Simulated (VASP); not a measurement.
# GaAs (F-43m) in VASP: Born charges and dielectric tensor with LDA

Aim: the Born charges and dielectric tensor of GaAs with LDA.

Program: VASP 6.6.1. These are calculated values, not measurements. Logs are shortened: lines on timing, memory, paths and dates and some standing lists are left out, and cuts for length are marked.

**What was measured.**

“Evidence of valence band perturbations in GaAsN/GaAs(001): A combined variable-angle spectroscopic ellipsometry and modulated photoreflectance investigation”, 2008, arxiv:0805.2212 reports, for a bulk crystal of GaAs at 300 K: band gap 1.412 ± 0.01 eV (direct).

From a printed reference work, textbook, for a bulk crystal of GaAs at 300 K: high-frequency dielectric constant 10.89.

The results are compared with them further down.

**1. The structure**

Symmetry: F-43m, No. 216, cubic system. Conventional cell: a = 5.610 Å, b = 5.610 Å, c = 5.610 Å, α = 90.00°, β = 90.00°, γ = 90.00°. Around Ga (site symmetry -43m) lie 4 As at 2.43 Å. Around As (site symmetry -43m) lie 4 Ga at 2.43 Å.

The cell is a database's computed one.

**2. Born charges and dielectric tensor, LDA**

File INCAR:

```
PREC     = Accurate       # precision mode
ENCUT    = 600            # plane-wave cutoff, eV
EDIFF    = 1E-8           # SCF threshold, eV
ISMEAR   = 0              # smearing method
SIGMA    = 0.02           # smearing width, eV
LREAL    = False          # projectors in reciprocal space
LASPH    = True           # aspherical terms in the spheres
NELM     = 60             # most SCF steps
ALGO     = Normal         # electronic algorithm
ISIF     = 2              # what is computed and relaxed
LWAVE    = False          # write WAVECAR
LCHARG   = False          # write CHGCAR
GGA      = CA             # functional
LEPSILON = True           # dielectric tensor by DFPT
IBRION   = 8              # ionic algorithm
NSW      = 1              # ionic steps
```

File KPOINTS:

```
regular mesh
0
Gamma
  10 10 10
```

File POSCAR:

```
GaAs
1.0
    0.0000000000      2.8052200000      2.8052200000
    2.8052200000      0.0000000000      2.8052200000
    2.8052200000      2.8052200000      0.0000000000
Ga As
1 1
Direct
    0.0000000000      0.0000000000      0.0000000000
    0.7500000000      0.7500000000      0.7500000000
```

Potentials or basis: VASP PAW LDA potentials, release 64 (Ga_d, As).

On the command line:

```bash
$ cat potpaw_LDA.64/Ga_d/POTCAR potpaw_LDA.64/As/POTCAR > POTCAR
$ mpirun -np 1 vasp_std > vasp.out
```

OUTCAR:

```text
PREC = Accurate
   ENCUT = 600
   EDIFF = 1E-8
   ISMEAR = 0
   LREAL = False
   LASPH = True
   NELM = 60
   ISIF = 2
   GGA = CA
   LEPSILON = True
   IBRION = 8
   NSW = 1

 ion  position               nearest neighbor table
   1  0.000  0.000  0.000-   2 2.43   2 2.43   2 2.43   2 2.43
   2  0.750  0.750  0.750-   1 2.43   1 2.43   1 2.43   1 2.43

  LATTYP: Found a face centered cubic cell.
 ALAT       =     5.6104400000

  Lattice vectors:

 A1 = (   0.0000000000,   2.8052200000,   2.8052200000)
 A2 = (   2.8052200000,   0.0000000000,   2.8052200000)
 A3 = (   2.8052200000,   2.8052200000,   0.0000000000)

Analysis of symmetry for initial positions (statically):
=====================================================================
 Subroutine PRICEL returns:
 Original cell was already a primitive cell.

 Routine SETGRP: Setting up the symmetry group for a
 face centered cubic supercell.

 Subroutine GETGRP returns: Found 24 space group operations
 (whereof 24 operations were pure point group operations)
 out of a pool of 48 trial point group operations.

The static configuration has the point symmetry T_d .

Analysis of symmetry for dynamics (positions and initial velocities):
=====================================================================
 Subroutine PRICEL returns:
 Original cell was already a primitive cell.

 Routine SETGRP: Setting up the symmetry group for a
 face centered cubic supercell.

 Subroutine GETGRP returns: Found 24 space group operations
 (whereof 24 operations were pure point group operations)
 out of a pool of 48 trial point group operations.

The dynamic configuration has the point symmetry T_d .

 Subroutine INISYM returns: Found 24 space group operations
 (whereof 24 operations are pure point group operations),
 and found     1 'primitive' translations

----------------------------------------------------------------------------------------

                                     Primitive cell

  volume of cell :      44.1500

  direct lattice vectors                    reciprocal lattice vectors
     0.000000000  2.805220000  2.805220000    -0.178239140  0.178239140  0.178239140
     2.805220000  0.000000000  2.805220000     0.178239140 -0.178239140  0.178239140
     2.805220000  2.805220000  0.000000000     0.178239140  0.178239140 -0.178239140

  length of vectors
     3.967180169  3.967180169  3.967180169     0.308719246  0.308719246  0.308719246

  position of ions in fractional coordinates (direct lattice)
     0.000000000  0.000000000  0.000000000
     0.750000000  0.750000000  0.750000000

  ion indices of the primitive-cell ions
   primitive index   ion index
                 1           1
                 2           2

----------------------------------------------------------------------------------------

 KPOINTS: regular mesh

Automatic generation of k-mesh.
 Grid dimensions read from file:
 generate k-points for:   10   10   10

 Generating k-lattice:

  Cartesian coordinates                     Fractional coordinates (reciprocal lattice)
    -0.017823914  0.017823914  0.017823914     0.100000000  0.000000000  0.000000000
     0.017823914 -0.017823914  0.017823914     0.000000000  0.100000000  0.000000000
[... 534 lines left out ...]
  free energy    TOTEN  =        -2.69890195 eV

  energy without entropy =       -2.69890195

------------------------ aborting loop because EDIFF is reached ----------------------------------------

--------------------------------------- Ionic step        2  -------------------------------------------

------------------------ aborting loop because EDIFF is reached ----------------------------------------

--------------------------------------- Ionic step        3  -------------------------------------------

------------------------ aborting loop because EDIFF is reached ----------------------------------------

 PIEZOELECTRIC TENSOR FIELD DIRECTION 3  (e Angst)
 -----------------------------------------------------------------------------
    -0.00047  2.43044  0.00000           (  0.00000  0.01641  0.00000)
     2.43044 -0.00047  0.00000           (  0.01641  0.00000  0.00000)
     0.00000  0.00000 -0.00126           (  0.00000  0.00000  0.00000)

 PIEZOELECTRIC TENSOR FIELD DIRECTION 3  (C/m^2)
 -----------------------------------------------------------------------------
    -0.00017  0.88199  0.00000
     0.88199 -0.00017  0.00000
     0.00000  0.00000 -0.00046

--------------------------------------- Ionic step        4  -------------------------------------------

------------------------ aborting loop because EDIFF is reached ----------------------------------------

[... ionic steps 5 to 6 ...]

--------------------------------------- Ionic step        7  -------------------------------------------

 Free energy of the ion-electron system (eV)
  ---------------------------------------------------
  ---------------------------------------------------
  free energy    TOTEN  =        -0.04454969 eV

  energy without entropy =       -0.04454969

------------------------ aborting loop because EDIFF is reached ----------------------------------------

 INTERNAL STRAIN TENSOR  FOR ION    2  DIRECTION 1   (eV/Angst):
 -----------------------------------------------------------------------------
    -0.00760  0.00000  0.00000
     0.00000  0.00548  7.29179
     0.00000  7.29179  0.00548

 MACROSCOPIC STATIC DIELECTRIC TENSOR (including local field effects in DFT)
 ------------------------------------------------------
          22.289607    -0.000000    -0.000000
          -0.000000    22.289607    -0.000000
          -0.000000     0.000000    22.289607
 ------------------------------------------------------

 PIEZOELECTRIC TENSOR (including local field effects)  for field in x, y, z        (e  Angst)
          XX          YY          ZZ          XY          YZ          ZX
  --------------------------------------------------------------------------------
  x     0.00000     0.00000     0.00000     0.00000     2.43765     0.00000
  y     0.00000    -0.00000     0.00000     0.00000     0.00000     2.43765
  z     0.00000     0.00000     0.00000     2.43765     0.00000     0.00000

 PIEZOELECTRIC TENSOR (including local field effects)  for field in x, y, z        (C/m^2)
          XX          YY          ZZ          XY          YZ          ZX
  --------------------------------------------------------------------------------
  x     0.00000     0.00000     0.00000     0.00000     0.88461     0.00000
  y     0.00000    -0.00000     0.00000     0.00000     0.00000     0.88461
  z     0.00000     0.00000     0.00000     0.88461     0.00000     0.00000

 BORN EFFECTIVE CHARGES (including local field effects) (in |e|, cummulative output)
 ---------------------------------------------------------------------------------
 ion    1
    1     2.12974    -0.00000     0.00000
    2     0.00000     2.12974     0.00000
    3     0.00000     0.00000     2.12974
 ion    2
    1    -2.12974     0.00000    -0.00000
    2     0.00000    -2.12974    -0.00000
    3    -0.00000    -0.00000    -2.12974

 INTERNAL STRAIN TENSOR FOR ION    2 for displacements in x,y,z  (eV/Angst):
          X           Y           Z          XY          YZ          ZX
  --------------------------------------------------------------------------------
  x    -0.00000    -0.00000    -0.00000     0.00000     7.29179     0.00000
  y     0.00000    -0.00000     0.00000     0.00000     0.00000     7.29179
  z    -0.00000    -0.00000    -0.00000     7.29179     0.00000     0.00000

 SECOND DERIVATIVES (NOT SYMMETRIZED)
 ------------------------------------
               1X          1Y          1Z          2X          2Y          2Z
  1X    -9.666180    0.000000    0.000000    9.666180    0.000000    0.000000
  1Y     0.000000   -9.666180    0.000000    0.000000    9.666180    0.000000
  1Z     0.000000    0.000000   -9.666180    0.000000    0.000000    9.666180
  2X     9.627597    0.000000    0.000000   -9.627597    0.000000    0.000000
  2Y     0.000000    9.627597    0.000000    0.000000   -9.627597    0.000000
  2Z     0.000000    0.000000    9.627597    0.000000    0.000000   -9.627597

 Eigenvectors and eigenvalues of the dynamical matrix
 ----------------------------------------------------

   1 f  =    8.080145 THz    50.769051 2PiTHz  269.524639 cm-1    33.416781 meV
             X         Y         Z           dx          dy          dz
      0.000000  0.000000  0.000000     0.000000   -0.000000    0.720396
      4.207830  4.207830  4.207830     0.000000   -0.000000   -0.693563
[... 21 lines left out ...]
   6 f/i=    0.008073 THz     0.050726 2PiTHz    0.269295 cm-1     0.033388 meV
             X         Y         Z           dx          dy          dz
      0.000000  0.000000  0.000000    -0.101222    0.373130    0.575811
      4.207830  4.207830  4.207830    -0.105138    0.387566    0.598088

--------------------------------------------------------------------------------------------------------

 MACROSCOPIC STATIC DIELECTRIC TENSOR IONIC CONTRIBUTION
 ------------------------------------------------------
           1.927085    -0.000000     0.000000
          -0.000000     1.927085     0.000000
           0.000000     0.000000     1.927085
 ------------------------------------------------------

 ELASTIC MODULI CONTR FROM IONIC RELAXATION (kBar)
 Direction    XX          YY          ZZ          XY          YZ          ZX
 --------------------------------------------------------------------------------
 XX          -0.0000     -0.0000     -0.0000      0.0000     -0.0000     -0.0000
 YY          -0.0000     -0.0000     -0.0000      0.0000      0.0000     -0.0000
 ZZ          -0.0000     -0.0000     -0.0000     -0.0000      0.0000     -0.0000
 XY           0.0000      0.0000     -0.0000   -198.1922      0.0000      0.0000
 YZ          -0.0000      0.0000      0.0000      0.0000   -198.1922      0.0000
 ZX          -0.0000     -0.0000     -0.0000      0.0000      0.0000   -198.1922
 --------------------------------------------------------------------------------

 PIEZOELECTRIC TENSOR IONIC CONTR  for field in x, y, z        (C/m^2)
          XX          YY          ZZ          XY          YZ          ZX
  --------------------------------------------------------------------------------
  x    -0.00000     0.00000     0.00000    -0.00000    -0.58152     0.00000
  y    -0.00000    -0.00000    -0.00000    -0.00000     0.00000    -0.58152
  z     0.00000     0.00000    -0.00000    -0.58152    -0.00000    -0.00000
```

Wall time 13 min (1 thread of Intel Xeon Platinum 8259CL at 2.50GHz (Skylake/Cascade Lake), shared host); peak memory 0.42 GiB.

What came out:

```
Band gap on the k mesh                                  : 0.51 eV, direct
Electronic dielectric tensor (diagonal)                 : 22.29
Born charges (mean of the diagonal)                     : Ga +2.13; As -2.13 e
Highest phonon frequency at Γ, LO-TO splitting left out : 270 cm⁻¹
```

Levels at points of the mesh, in eV from the valence-band top:
```
           k point  band 7  band 8  band 9  band 10  band 11  band 12
(0.00, 0.00, 0.00)    0.00    0.00    0.00     0.51     3.68     3.68
(0.50, 0.00, 0.00)   -6.82   -1.18   -1.18     0.93     4.59     4.59
(0.50, 0.50, 0.00)   -6.98   -2.77   -2.77     1.30     1.54    10.23
```

Phonon frequencies in cm⁻¹ (negative: imaginary):
| q point | frequencies |
| --- | --- |
| (0.000, 0.000, 0.000) | 0 0 0 270 270 270 |

Electronic dielectric tensor:
```
22.29  0.00  0.00
 0.00 22.29  0.00
 0.00  0.00 22.29
```

Born effective charge tensors (e):
atom 1, Ga
```
2.13 0.00 0.00
0.00 2.13 0.00
0.00 0.00 2.13
```
atom 2, As
```
-2.13  0.00  0.00
 0.00 -2.13  0.00
 0.00  0.00 -2.13
```

Caveat: the gap is small at this level, which inflates the dielectric constant.

**3. Against experiment**

Step 2. A measured gap of GaAs is 1.412 eV (direct; 300 K; “Evidence of valence band perturbations in GaAsN/GaAs(001): A combined variable-angle spectroscopic ellipsometry and modulated photoreflectance investigation”, 2008, arxiv:0805.2212); the calculated 0.51 eV misses it by -0.91 eV. 3 values of this kind are on record (1.412 to 1.51 eV); this one was drawn at random among those near their median, those with a stated uncertainty first. Spin-orbit coupling on As, Ga is left out. The value is that of LDA on a finite k mesh, which can miss the band edges, without temperature or zero-point motion. Semilocal functionals fall short of measured gaps as a rule. The cell is a database's relaxed one, not the measured one, which moves gaps too. A measured high-frequency dielectric constant of GaAs is 10.89 (300 K; a printed reference work, textbook); the calculated 22.29 misses it by +104.7 %. So large a miss can be the level of theory's own, or it may mean another phase, state or a wrong row.
